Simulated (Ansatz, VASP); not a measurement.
# One calculation of InAs, two programs

Contents of POSCAR:

```
InAs
1.0
    0.0000000000      3.0545904688      3.0545904688
    3.0545904688      0.0000000000      3.0545904688
    3.0545904688      3.0545904688      0.0000000000
In As
1 1
Direct
    0.0000000000      0.0000000000      0.0000000000
    0.2500000000      0.2500000000      0.2500000000
```

INCAR.step1

```
PREC = Accurate ; ENCUT = 520
ISMEAR = -1 ; SIGMA = 0.02
LREAL = F ; LASPH = T
NELM = 60 ; NBANDS = 16
GGA = PE ; ALGO = Normal
EDIFF = 1E-4 ; LWAVE = T
LCHARG = F
```

File INCAR.step2:

```
PREC = Accurate ; ENCUT = 520
EDIFF = 1E-7 ; ISMEAR = -1
SIGMA = 0.02 ; LREAL = F
LASPH = T ; NELM = 60
ALGO = Normal ; ISIF = 2
LWAVE = F ; LCHARG = F
METAGGA = R2SCAN ; LMIXTAU = T
NBANDS = 16 ; ISTART = 1
```

KPOINTS

```
Automatic mesh
0
Gamma
  8 8 8
```

Input for Ansatz:

```yaml
crystal:
  lattice:
    - [0.0, 3.0545904688, 3.0545904688]
    - [3.0545904688, 0.0, 3.0545904688]
    - [3.0545904688, 3.0545904688, 0.0]
  atoms:
    - { symbol: In, position: [0.0, 0.0, 0.0] }
    - { symbol: As, position: [0.25, 0.25, 0.25] }
kpoints:
  mp_grid: { grid: [8, 8, 8] }
  band_path:
    path:
      - [0.0, 0.0, 0.0]
      - [-0.5, -0.5, 0.0]
      - [-0.375, -0.375, 0.25]
      - [-0.375, 0.0, 0.375]
      - [0.0, 0.0, 0.5]
      - [-0.5, -0.25, 0.25]
    npoints: 1
hamiltonian:
  xc: r2scan
scf:
  occupations: { method: fermi_dirac, width: 0.02 }
  n_extra_bands: 4
output:
  forces: true
  stress: true
  eigenvalues: true
```

The cell was built by a generator and needn't be a form met in nature.

Alike in both runs: task single point; functional r2SCAN; k mesh 8 × 8 × 8; occupations fermi-dirac, width 0.02 eV; no spin polarisation.

```csv
,VASP,Ansatz
version,VASP 6.6.1,Ansatz 0.2.0
potentials or method,"VASP PAW PBE potentials, release 64 (In_d, As)","plane waves, PAW"
plane-wave cutoff (eV),520,500
valence electrons in the cell,18,28
```

|  | VASP | Ansatz | Ansatz less VASP |
| --- | --- | --- | --- |
| pressure (GPa) | 0.0 | 0.0 | 0.00 |

With one functional, cell and mesh, what is left measures potentials, basis and numerics. The two sets of potentials don't hold the same shells in valence.

Caveats: the PAW data sets were made with another functional, which shifts forces and pressure a little (VASP); spin-orbit coupling is left out, which moves the levels of the heavy elements.
